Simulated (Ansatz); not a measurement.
Wurtzite BeO, treated with G0W0@HSE06 in Ansatz (plane waves, hard PAW, contour deformation).

The cell has the measured lattice parameters. Conventional cell: a = 2.6980 Å, b = 2.6980 Å, c = 4.3800 Å, α = 90.00°, β = 90.00°, γ = 120.00°.

One run with a 12×12×6 mesh, response cutoff 100 eV and 115 empty bands, not extrapolated in mesh or basis; no spin–orbit coupling.

Highest filled and lowest empty level by k point (fractions of the reciprocal vectors of the cell (-1.349 -2.337 0.000) (-1.349 2.337 0.000) (0.000 0.000 4.380) Å; eV from the valence maximum of each method):

```csv
k,HSE06 filled,HSE06 empty,QP filled,QP empty
0 0 0,0.00,9.49,0.00,10.89
0 0.0833 0,-0.07,9.78,?,?
0 -0.5 0.333,-1.54,10.74,-1.70,12.07
0.0833 0.25 0.333,-1.09,11.42,?,?
0.0833 0.417 0.167,-1.34,11.37,-1.48,12.77
0.167 0.333 -0.5,-1.52,12.00,-1.67,13.46
0.25 0.333 -0.5,-1.41,12.84,-1.56,14.35
0.333 0.333 0.333,-1.63,12.45,-1.80,13.85
```

Estimate the withheld levels to about 0.1 eV.


- 0 0.0833 0, QP filled: -0.07
- 0 0.0833 0, QP empty: 11.22
- 0.0833 0.25 0.333, QP filled: -1.21
- 0.0833 0.25 0.333, QP empty: 12.90

Note: GW on a hybrid start was not checked against another program; cell and atoms aren't relaxed at this level.

Ansatz is an electronic-structure program.
